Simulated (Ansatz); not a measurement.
Cu Kα1 powder pattern (kinematic, no thermal factors).
2θ (°) (relative intensity): 11.27 (15), 22.64 (4), 34.25 (3), 39.68 (28), 41.38 (6), 46.17 (100), 46.24 (22), 53.41 (2), 62.53 (13), 72.02 (16), 73.28 (2), 82.22 (1), 85.51 (3), 85.65 (14), 89.93 (13), 89.98 (17)

The pattern is computed from a structure relaxed with Ansatz 0.2.0, DFT PBE, scalar-relativistic, plane waves, PAW. Collinear spin, ending at -0.5 μB a primitive cell. Its elements are Al, Ni.

Question: Give the structure.

Answer: AlNi3.
Space group P-6m2 (No. 187). a = 2.620 Å, b = 2.620 Å, c = 7.847 Å, α = 90.00°, β = 90.00°, γ = 120.00°
```json
{"atom": "Al", "site": "1c", "symmetry": "-6m2", "x": "0.3333", "y": "0.6667", "z": "0.0000"}
{"atom": "Ni", "site": "1d", "symmetry": "-6m2", "x": "0.3333", "y": "0.6667", "z": "0.5000"}
{"atom": "Ni", "site": "2i", "symmetry": "3m.", "x": "0.6667", "y": "0.3333", "z": "0.2448"}
```

A pattern alone doesn't exclude other cells with like lines; this is the one computed.

The structure comes from a generated guess; another structure or a mixture of phases may lie lower.
